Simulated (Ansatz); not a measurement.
Method: DFT PBE, scalar-relativistic, plane waves, PAW (Ansatz). All cells share a 420 eV cutoff and Γ-centred k meshes spaced at most about 0.3 Å⁻¹ (about 0.25 or finer for metals, 2π included). No spin polarisation.

All energies are static (0 K, no zero-point motion).

Two forms of Li2H were relaxed alike.

1.

```xyz
3
Lattice="1.4049 0.8111 5.1138 -1.4049 0.8111 5.1138 0.0000 -1.6223 5.1138" Properties=species:S:1:pos:R:3 pbc="T T T"
Li    0.0000    0.0000    1.2508
Li    0.0000    0.0000   14.0908
H     0.0000    0.0000   10.2319
```

2.

```xyz
3
Lattice="2.8517 0.0000 0.0000 0.0000 2.8517 0.0000 0.0000 0.0000 4.2411" Properties=species:S:1:pos:R:3 pbc="T T T"
Li    0.0000    0.0000    0.0000
Li    1.4258    1.4258    2.1205
H     1.4258    1.4258    0.0000
```

**Question.** Which would you expect to be lower, and how large is the difference?

**Answer.** Cell 1 is lower, by 31 meV/atom. Cell 1 has the anti-3R molybdenite type, space group R3m (No. 160), 11.7 Å³/atom and no gap on its mesh; cell 2 has space group P4/mmm (No. 123), 11.5 Å³/atom and no gap. Counting H atoms around Li (those within 1.25 times the shortest such distance or 1.15 times the sum of covalent radii; a slash parts the counts of unlike sites), cell 1 has Li 3 and cell 2 has Li 2/4. In cell 1, around Li on its first site lie 3 H at 2.05 Å, 1 Li at 2.50 Å and 6 Li at 2.81 Å; Li on its second site is surrounded by 3 H at 2.05 Å, 1 Li at 2.50 Å and 6 Li at 2.81 Å; H is surrounded by 6 Li at 2.05 Å. In cell 2, around Li on its first site lie 4 H at 2.02 Å; Li on its second site has 2 H at 2.12 Å; H is surrounded by 6 Li at 2.02–2.12 Å. Origin: cell 1, invented, then shaken at random and relaxed again; cell 2, invented. The lowest form computed isn't among them: it has the anti-cadmium iodide type, space group P-3m1 (No. 164), 11.6 Å³/atom and lies 37 meV/atom below the best shown.

With hydrogen, zero-point motion can shift such differences by 10 meV/atom or more. Cells relaxed within their symmetry can be saddle points. Some structure types and database cells were kept out of the candidates from the start, so a known form may be missing.
